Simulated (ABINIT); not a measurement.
Wanted: the native input for an ABINIT 10.8.3 (patched build) run.

* Task: equation of state
* Functional: PBE
* Dispersion: D3(BJ)
* Potentials or basis: JTH PAW PBE v2.0
* Cutoff: 463 eV
* k mesh: 11 × 11 × 11
* Occupations: fermi-dirac, width 0.05 eV
* Spin: no spin polarisation
* Fine-grid cutoff: 925.187 eV
* Exchange and correlation inside the PAW spheres: full angular mesh (pawxcdev 0, this build's default; the released program takes 1)

Crystal: Ag.

```
Ag
1.0
     0.00000    2.04275    2.04275
     2.04275    0.00000    2.04275
     2.04275    2.04275    0.00000
Ag
1
Direct
  0.00000 0.00000 0.00000
```

The input as run:

run.abi

```
# Datasets: one volume each
ndtset 7
getwfk -1
scalecart1 3*0.9795861087
scalecart2 3*0.9864848297
scalecart3 3*0.9932883884
scalecart4 3*1.0000000000
scalecart5 3*1.0066227096
scalecart6 3*1.0131594038
scalecart7 3*1.0196128224

# Pseudopotentials
pp_dirpath "./"
pseudos "Ag.GGA_PBE-JTH.xml"

# Structure
acell 3*1.0
rprim
     0.0000000000     3.8602380411     3.8602380411
     3.8602380411     0.0000000000     3.8602380411
     3.8602380411     3.8602380411     0.0000000000
ntypat 1
znucl 47
natom 1
typat 1
xred
     0.0000000000     0.0000000000     0.0000000000

# Plane-wave basis
ecut 17.0
pawecutdg 34.0

# k points
kptopt 1
ngkpt 11 11 11
nshiftk 1
shiftk 0.0 0.0 0.0

# Exchange and correlation
ixc 11
vdw_xc 7

# Bands and occupations
nband 10
occopt 3
tsmear 0.05 eV

# SCF cycle
nstep 100
tolvrs 1.0e-9

# Output
iomode 3
prtwf 1
prtden 0
prteig 0
prtebands 0
enunit 1
```

Potentials or basis: JTH PAW PBE v2.0.

The run is started by

```bash
$ abinit run.abi > log 2>&1
```

Results of the run:

```json
{"Equilibrium volume": "16.87 Å³/atom", "Bulk modulus": "111 GPa", "Pressure derivative of the bulk modulus": "6.1"}
```

Caveat: pressures at fixed basis lie under the slope of the energies.

It took 31 s on 1 thread of Arm Neoverse V2, on a shared host, peak memory 0.13 GiB.
